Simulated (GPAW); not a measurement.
In:

```
CELL_PARAMETERS angstrom
-1.88253 1.88253 1.88253
1.88253 -1.88253 1.88253
1.88253 1.88253 -1.88253
ATOMIC_POSITIONS crystal
In 0.00000 0.00000 0.00000
```

This isn't the form of In at room conditions, which is tetragonal.

Base run:

- Program: GPAW 26.7.0
- Functional: PBE
- Potentials or basis: GPAW PAW data sets (gpaw-data 1.2.1)
- Cutoff: 600 eV
- Basis: pw
- k mesh: 10 × 10 × 10
- Occupations: gaussian, width 0.1 eV
- Spin: no spin polarisation

Its results: band gap on the k mesh none (metal or under the smearing width); pressure 1.2 GPa.

The run is repeated on the same cell with these changes: functional from PBE to RPBE; potentials or basis from GPAW PAW data sets (gpaw-data 1.2.1) to the program's PAW data sets (release 1.2.1) made for this functional. What comes out?

Band gap on the k mesh none (metal or under the smearing width); pressure 2.8 GPa.
